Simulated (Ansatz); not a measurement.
Se:

```
CELL_PARAMETERS angstrom
4.36620 0.00000 0.00000
-2.18310 3.78124 0.00000
0.00000 0.00000 4.95360
ATOMIC_POSITIONS crystal
Se 0.77460 0.77460 0.00000
Se 0.00000 0.22540 0.66667
Se 0.22540 0.00000 0.33333
```

| Item | Value |
| --- | --- |
| Program | Ansatz 0.2.0 |
| Task | relaxation of cell and atoms |
| Functional | SVWN5 |
| Potentials or basis | all-electron LAPW, non-relativistic |
| Density cutoff | 1532 eV |
| Basis error allowed | 0.0005 eV/atom |
| k mesh | 7 × 7 × 6 |
| Occupations | fermi-dirac, width 0.01 eV |
| Spin | collinear spin, ferromagnetic start |
| Starting moments | [0.5, 0.5, 0.5] μB |

At the start: volume 27.26 Å³/atom.

Task: Where does the relaxation end?

Result: Over 7 steps the energy falls by 35.5 meV/atom and the volume is 23.56 Å³/atom (-13.6 %); space group P3_121 (No. 152, to 0.05 Å); moment 0.00 μB per cell.

Step by step:
| step | energy change (eV) | largest force (eV/Å) | volume (Å³) |
| --- | --- | --- | --- |
| 1 | 0.0000 | 0.1951 | 81.78 |
| 2 | -0.0626 | 0.2617 | 72.96 |
| 3 | -0.0984 | 0.0466 | 70.86 |
| 4 | -0.1061 | 0.0028 | 70.99 |
| 5 | -0.1062 | 0.0105 | 70.52 |
| 6 | -0.1062 | 0.0060 | 70.67 |
| 7 | -0.1065 | 0.0059 | 70.67 |

Final structure:
```xyz
3
Lattice="3.9909 0.0000 0.0000 -1.9954 3.4562 0.0000 0.0000 0.0000 5.1233" Properties=species:S:1:pos:R:3 pbc="T T T"
Se    1.4954    2.5901    0.0000
Se   -0.5001    0.8661    3.4156
Se    1.0001    0.0000    1.7078
```

Caveat: relativity is left out, which matters for the heavier elements; the starting moments weren't kept.
